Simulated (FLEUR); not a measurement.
# TePt (P-6m2) in FLEUR: single point with PBEsol+U

Aim: the single point of TePt with PBEsol+U.

All numbers are computed with FLEUR MaX-R8.1 (later development tree); they aren't measurements. Logs are shortened: lines on timing, memory, paths and dates and some standing lists are left out, and cuts for length are marked.

## 1. The structure

It takes space group P-6m2 (No. 187, hexagonal). The conventional cell has a = 3.955 Å, b = 3.955 Å, c = 3.860 Å, α = 90.00°, β = 90.00°, γ = 120.00°. Pt (site symmetry -6m2) has 6 Te at 2.99 Å as nearest neighbours. Te (site symmetry -6m2) has 6 Pt at 2.99 Å as nearest neighbours.

Measurements of this composition are mostly on another form, of space group No. 166.

## 2. Single point, PBEsol+U, collinear spin, ferromagnetic start

The input, inp.xml:

```xml
<?xml version="1.0" encoding="UTF-8" standalone="no"?>
<fleurInput fleurInputVersion="0.39">
   <comment>
      TePt                                                                                                
   </comment>
   <calculationSetup>
      <cutoffs Kmax="4.17" Gmax="12.9" GmaxXC="12.9" numbands="0"/>
      <scfLoop itmax="100" minDistance="0.0002" maxIterBroyd="50" imix="Anderson" alpha="0.05" precondParam="0.0" spinf="2.0" sdNocoIR="T"/>
      <coreElectrons ctail="T" frcor="F" kcrel="0" coretail_lmax="0"/>
      <xcFunctional name="PBEs" relativisticCorrections="F"/>
      <magnetism jspins="2"/>
      <soc l_soc="F" theta="0.0" phi="0.0" spav="F"/>
      <expertModes spex="0" secvar="F"/>
      <geometryOptimization l_f="F" forcealpha="1.0" forcemix="BFGS" epsdisp="0.00001" epsforce="0.00001"/>
      <ldaU l_linMix="F" mixParam="0.05" spinf="1.0"/>
   </calculationSetup>
   <cell>
      <bzIntegration valenceElectrons="40.0" mode="gauss" fermiSmearingEnergy="0.00183747">
         <kPointListSelection listName="default-1"/>
         <!-- k-points included here -->
         <xi:include xmlns:xi="http://www.w3.org/2001/XInclude" href="kpts.xml"> </xi:include>
      </bzIntegration>
      <!-- symmetry operations included here -->
      <xi:include xmlns:xi="http://www.w3.org/2001/XInclude" href="sym.xml"> </xi:include>
      <bulkLattice scale="1.0">
         <bravaisMatrix>
            <row-1>    7.4736322187748359     0.0000000034015070     0.0000000000000000</row-1>
            <row-2>   -3.7368161123164936     6.4723553582527789     0.0000000000000000</row-2>
            <row-3>    0.0000000000000000     0.0000000000000000     7.2938947679945958</row-3>
         </bravaisMatrix>
      </bulkLattice>
   </cell>
   <atomSpecies>
[... 17 lines left out ...]
      <species name="Tellurium (Te)" element="Te" atomicNumber="52">
         <mtSphere radius="2.35" gridPoints="777" logIncrement="0.017"/>
         <atomicCutoffs lmax="9" lnonsphr="9"/>
         <electronConfig flipSpins="F">
            <coreConfig>(1s1/2) (2s1/2) (2p1/2) (2p3/2) (3s1/2) (3p1/2) (3p3/2) (4s1/2) (3d3/2) (3d5/2)</coreConfig>
            <valenceConfig>(4p1/2) (4p3/2) (5s1/2) (4d3/2) (4d5/2) (5p1/2) (5p3/2)</valenceConfig>
            <stateOccupation state="(5p1/2)" spinUp="0.666667" spinDown="0.666667"/>
            <stateOccupation state="(5p3/2)" spinUp="1.333333" spinDown="1.333333"/>
         </electronConfig>
         <energyParameters s="5" p="5" d="5" f="4"/>
         <lo type="SCLO" l="1" n="4" eDeriv="0"/>
         <lo type="SCLO" l="1" n="4" eDeriv="1"/>
         <lo type="SCLO" l="2" n="4" eDeriv="0"/>
         <lo type="SCLO" l="2" n="4" eDeriv="1"/>
         <lo type="SCLO" l="0" n="5" eDeriv="2"/>
         <lo type="SCLO" l="3" n="4" eDeriv="2"/>
      </species>
   </atomSpecies>
   <atomGroups>
      <atomGroup species="Platinum (2.000">
         <relPos label="                   1">.0000000000 .0000000000 .0000000000</relPos>
         <force calculate="T" relaxXYZ="TTT"/>
      </atomGroup>
      <atomGroup species="Tellurium (Te)">
         <relPos label="                   2">-1.000/3.000 1.000/3.000 1.000/2.000</relPos>
         <force calculate="T" relaxXYZ="TTT"/>
      </atomGroup>
   </atomGroups>
   <output dos="F" band="F" slice="F">
      <checks vchk="F" cdinf="F"/>
      <bandDOS minEnergy="-.5*Htr" maxEnergy="0.5*Htr" sigma="0.015" storeEVData="T"/>
      <vacuumDOS vacdos="F" integ="F" star="F" nstars="0" locx1="0.0" locy1="0.0" locx2="0.0" locy2="0.0" nstm="0" tworkf="0.0"/>
      <unfoldingBand unfoldBand="F" supercellX="1" supercellY="1" supercellZ="1"/>
      <plotting iplot="0" polar="F">
         <plot TwoD="T" vec1="  1.0  0.0  0.0" vec2="  0.0  1.0  0.0" vec3="  0.0  0.0  1.0" zero="  0.0  0.0  0.0" file="plot"/>
      </plotting>
      <chargeDensitySlicing numkpt="0" minEigenval="0.0" maxEigenval="0.0" nnne="0" pallst="F"/>
      <specialOutput eonly="F"/>
      <moessbauerParams electricFieldGradient="T" isomerShift="T" coreHyperfine="T" valenceHyperfine="T"/>
      <magneticCircularDichroism mcd="F" energyLo="-10.0" energyUp="0.0"/>
   </output>
  <!-- We include the file relax.xml here to enable relaxations (see documentation) -->
  <xi:include xmlns:xi="http://www.w3.org/2001/XInclude" href="relax.xml"> <xi:fallback/> </xi:include>
</fleurInput>
```

The input, crystal.txt:

```
TePt
&input cartesian=F /
3.9548758529  0.0000000018  0.0000000000
-1.9774379280  3.4250229565  0.0000000000
0.0000000000  0.0000000000  3.8597628900
1.8897261246
1.0 1.0 1.0

2
78 0.0000000000  0.0000000000  0.0000000000 : 2.000
52 0.6666666667  0.3333333333  0.5000000000

&kpt div1=6 div2=6 div3=5 gamma=T /
```

Potentials or basis: all-electron, FLAPW.

Command:

```
$ inpgen -f crystal.txt -profile fastHighL
$ # inp.xml edited to the form shown
$ fleur_MPI
```

Log:

```text
Welcome to FLEUR        (www.flapw.de)
      MaX-Release 8.1          (www.max-centre.eu)

 ========== k-point set info ==========
 Selected k-point list: default-1
 k-point list type: mesh
 6 x 6 x 5
 Number of k points: 21

 ------------Calculation Setup---------------------------
 Number of MPI-tasks      :            1
 Number of PE/node        :            1
 Number of OMP-threads    :            1
 Most efficient MPI parallelization for:
           1           3           7          21
 Additional eigenvalue parallelization possible
 Number of basis functions:          526
 Approximate size of matrices (H+S) per k-point:         0.008 GB
 --------------------------------------------------------
 no density matrix found ... skipping LDA+U
 Reset of history
 Iteration:     1   Distance:       8.44831899 me/bohr^3
 Iteration:     2   Distance:       7.82097966 me/bohr^3
 Iteration:     3   Distance:       7.42384299 me/bohr^3
 Iteration:     4   Distance:       4.81503434 me/bohr^3
 Iteration:     5   Distance:       3.97101382 me/bohr^3
 Iteration:     6   Distance:       1.92366815 me/bohr^3
 Iteration:     7   Distance:       1.33278143 me/bohr^3
 Iteration:     8   Distance:       0.81155054 me/bohr^3
 Iteration:     9   Distance:       0.61829576 me/bohr^3
 Iteration:    10   Distance:       0.25762480 me/bohr^3
[... 7 lines left out ...]
 Iteration:    18   Distance:       0.00866953 me/bohr^3
 Iteration:    19   Distance:       0.00870384 me/bohr^3
 Iteration:    20   Distance:       0.00762193 me/bohr^3
 Iteration:    21   Distance:       0.00597676 me/bohr^3
 Iteration:    22   Distance:       0.00486285 me/bohr^3
 Iteration:    23   Distance:       0.00360665 me/bohr^3
 Iteration:    24   Distance:       0.00150698 me/bohr^3
 Iteration:    25   Distance:       0.00102335 me/bohr^3
 Iteration:    26   Distance:       0.00029470 me/bohr^3
 Iteration:    27   Distance:       0.00008605 me/bohr^3

 ********************************************************************
 Run finished successfully
 Stop message:
   all done
 ********************************************************************
```

Run time: 3.5 min. Hardware: 1 thread of Arm Neoverse V1, shared host; peak memory 0.12 GiB.

What came out:

* Free energy: -686688.0616 eV
* Net moment: 0.08 μB per cell
* Site moments: Pt +0.04; Te +0.02 μB
* Valence electrons inside the program's atomic spheres: Pt 16.91; Te 18.99 (radii Pt 2.66, Te 2.35 bohr)

Eigenvalues of the final occupation matrices:
```tsv
site	spin	trace	eigenvalues
atom type 1	1	4.15	0.77 0.77 0.86 0.86 0.89
atom type 1	2	4.12	0.76 0.76 0.86 0.86 0.89
```

Core levels (eV from the Fermi level):
| atom | levels |
| --- | --- |
| 1 Pt | 1s1/2 -78281.9, 2s1/2 -13737.0, 2p1/2 -13165.2, 2p3/2 -11436.9, 3s1/2 -3221.8, 3p1/2 -2965.5, 3p3/2 -2585.6, 4s1/2 -687.5, 3d3/2 -2159.0, 3d5/2 -2077.1, 4p1/2 -578.8, 4p3/2 -488.2, 4d3/2 -310.3, 4d5/2 -293.5, 4f5/2 -66.1, 4f7/2 -62.7 |
| 2 Te | 1s1/2 -31587.6, 2s1/2 -4839.4, 2p1/2 -4534.5, 2p3/2 -4260.2, 3s1/2 -959.6, 3p1/2 -834.3, 3p3/2 -783.1, 4s1/2 -159.9, 3d3/2 -561.8, 3d5/2 -551.1 |

Caveat: with Gaussian smearing the program prints no entropy term, so the energy of a metal isn't a free energy; the U is typed as a test and isn't derived for this compound. The state reached can hang on the start; a lower one may exist.
